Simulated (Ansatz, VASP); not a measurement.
Sb in VASP and in Ansatz

File INCAR:

```
PREC = Accurate ; ENCUT = 520
EDIFF = 1E-7 ; ISMEAR = -1
SIGMA = 0.05 ; LREAL = F
LASPH = T ; NELM = 60
ALGO = Normal ; ISIF = 2
LWAVE = F ; LCHARG = F
GGA = PE ; NBANDS = 12
```

File KPOINTS:

```
Automatic mesh
0
Gamma
  8 8 8
```

The input POSCAR:

```
Sb
1.0
    2.1684666409      1.2519647989      3.7828881425
   -2.1684666409      1.2519647989      3.7828881425
    0.0000000000     -2.5039295978      3.7828881425
Sb
2
Direct
    0.7665100000      0.7665100000      0.7665100000
    0.2334900000      0.2334900000      0.2334900000
```

input.yaml

```yaml
crystal:
  lattice:
    - [2.1684666409, 1.2519647989, 3.7828881425]
    - [-2.1684666409, 1.2519647989, 3.7828881425]
    - [0.0, -2.5039295978, 3.7828881425]
  atoms:
    - { symbol: Sb, position: [0.76651, 0.76651, 0.76651] }
    - { symbol: Sb, position: [0.23349, 0.23349, 0.23349] }
hamiltonian:
  xc: pbe
  pseudopotentials: { kind: paw }
kpoints:
  mp_grid: { grid: [8, 8, 8] }
scf:
  occupations: { method: fermi_dirac, width: 0.05 }
output:
  forces: true
  stress: true
  eigenvalues: true
  write_density: true
  write_potential: true
  elf: true
  volumetric_format: npy
```

Change from the starting cell: volume scaled by 1.02.

Alike in both runs: task single point; functional PBE; k mesh 8 × 8 × 8; occupations fermi-dirac, width 0.05 eV; no spin polarisation.

|  | VASP | Ansatz |
| --- | --- | --- |
| version | VASP 6.6.1 | Ansatz 0.2.0 |
| potentials or method | VASP PAW PBE potentials, release 64 (Sb) | Ansatz PAW |
| plane-wave cutoff (eV) | 520 | 420 |
| valence electrons in the cell | 10 | 30 |

VASP gave:

- gap on the k mesh at the Fermi level (eV): none
- pressure (GPa): 1.6
- largest component of the traceless stress (GPa): 0.24
- rms of the force components (eV/Å): 0.054

Task: Which values does Ansatz return?

Result: gap on the k mesh at the Fermi level (eV): none; pressure (GPa): 1.5; largest component of the traceless stress (GPa): 0.20; rms of the force components (eV/Å): 0.032.

Atom by atom the forces differ by 0.022 eV/Å (rms over components). A gap of «none» marks a metal or a gap that the smearing closes. The two sets of potentials don't hold the same shells in valence.

The runs have no spin-orbit coupling, so splittings on Sb are missing.
